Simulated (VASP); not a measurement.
A run of VASP 6.6.1 is set up as follows.

The input INCAR:

```
  PREC = Accurate
  ENCUT = 520
  EDIFF = 1E-6
  ISMEAR = -1
  SIGMA = 0.05
  LREAL = Auto
  LASPH = T
  NELM = 80
  ALGO = Normal
  ISIF = 2
  LWAVE = F
  LCHARG = F
  GGA = PE
  NBANDS = 30
```

File KPOINTS:

```
regular mesh
0
Gamma
  4 4 3
```

The input POSCAR:

```
Be16H
1.0
   -2.2900000000     -3.9663960000      0.0000000000
    3.4350000000     -1.9831980000      0.0000000000
    0.0000000000      0.0000000000      7.1768600000
Be H
16 1
Direct
    0.7501916733      0.5104189030     -0.0064362409
    0.4834461880      0.3387533538      0.2538529385
    0.7501913831      0.5039415625      0.5055968766
    0.5005365434      0.3333070406      0.7502640430
    0.4953914777     -0.0063023337     -0.0063711707
    0.2501928032      0.8276219853      0.2489912023
    0.4980257399     -0.0029630439      0.5035295380
    0.2501911211      0.8262392045      0.7472775002
    0.2501915745      0.4948109769     -0.0017805837
    0.0169203542      0.3387958111      0.2538534958
    0.2501906333      0.4958697381      0.5014655434
   -0.0001488337      0.3333098023      0.7502643217
    0.0049912341     -0.0063010405     -0.0063693593
    0.7501800875      0.8240859972      0.2520110466
    0.0023583478     -0.0029599370      0.5035282840
    0.7501953612      0.8362292218      0.7478659191
    0.7502008749      0.1801001466      0.2077117291
```

Potentials or basis: VASP PAW PBE potentials, release 64 (Be, H).

Launch:

```console
$ cat potpaw_PBE.64/Be/POTCAR potpaw_PBE.64/H/POTCAR > POTCAR
$ mpirun -np 1 vasp_std > vasp.out
```

Problem. What does it give for the largest force?

Solution. 0.627 eV/Å.

Problem. Predict the pressure.

Solution. 1.3 GPa.

Stress tensor (GPa, compression positive):
```
 0.35 -0.25  0.07
-0.25  0.06 -0.04
 0.07 -0.04  3.59
```

Caveat: the k mesh is coarse (spacing up to 0.40 Å⁻¹), so the values aren't converged.
